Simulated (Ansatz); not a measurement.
# Iridium, bcc under revPBE: ground state and equation of state

What does revPBE give for iridium in the bcc structure? We relax it, solve it on a dense k-mesh, then scale the cell to 7 volumes from 88 to 112 % of the relaxed one and try a fit of the equation of state. Spin polarisation is left out. The k-meshes are 14×14×14 for the relaxation; 23×23×23 for the dense run; 16×16×16 for the volumes.

This is Ir in the bcc structure; at room conditions it is fcc.

Computed with Ansatz 0.2.0 (DFT revPBE, plane waves (420 eV) with PAW, scalar-relativistic; PBE-made PAW files, unless a step says otherwise).

### 1 The system as given

The structure is cubic, space group Im-3m (No. 229). Conventional cell: a = 3.047 Å, b = 3.047 Å, c = 3.047 Å, α = 90.00°, β = 90.00°, γ = 90.00°. Ir (site symmetry m-3m) is surrounded by 8 Ir at 2.64 Å.

Structure file:

```
Ir
1.0
    -1.52367    1.52367    1.52367
     1.52367   -1.52367    1.52367
     1.52367    1.52367   -1.52367
Ir
1
Direct
  0.00000 0.00000 0.00000
```

### 2 Geometry optimisation

Contents of input.yaml:

```yaml
crystal:
  lattice:
    - [-1.5236668997, 1.5236668997, 1.5236668997]
    - [1.5236668997, -1.5236668997, 1.5236668997]
    - [1.5236668997, 1.5236668997, -1.5236668997]
  atoms:
    - { symbol: Ir, position: [0.0, 0.0, 0.0] }
hamiltonian:
  xc: revpbe
  pseudopotentials:
    kind: paw
    azcp:
      Ir: "pseudopotentials/Ir.paw.azcp"
basis:
  ecutwfc: 420
  fft_grid_basis: typed
kpoints:
  mp_grid: { grid: [14, 14, 14], shift: [0, 0, 0] }
magnetization:
  spin_polarized: false
scf:
  occupations: { method: fermi_dirac, width: 0.1 }
relax:
  max_steps: 60
  f_tol: 0.01
  cell: {}
```

After this run come: The energy on a finer k-mesh; Volume × 0.88; Volume × 0.92; Volume × 0.96; Volume × 1.0; Volume × 1.04; Volume × 1.08; Volume × 1.12.

Before running it: what results should come out? Wanted: space group; conventional cell; volume; shortest distance; gap on the mesh; relative to fcc; V₀, B₀, B₀′.

As calculated:

| quantity | value |
| --- | --- |
| space group (spins left aside) | Im-3m (No. 229) |
| conventional cell | a = 3.121 Å |
| volume | 15.204 Å³/atom |
| shortest distance | 2.703 Å |
| gap on the mesh | none (levels filled in part) |
| relative to fcc | +631 meV/atom |
| V₀, B₀, B₀′ | 15.186 Å³/atom, 295 GPa, 5.1 |

**Reading.** From the guessed start the volume grew by 7.5 % in 8 steps. It lies 631 meV/atom above the element's reference form at the same level (fcc, from a run of its own). Levels at the Fermi energy are filled in part, as in a metal. B₀ comes out at 295 GPa, among the stiffest elements. The symmetry was held, so the structure may be unstable against distortions that break it.
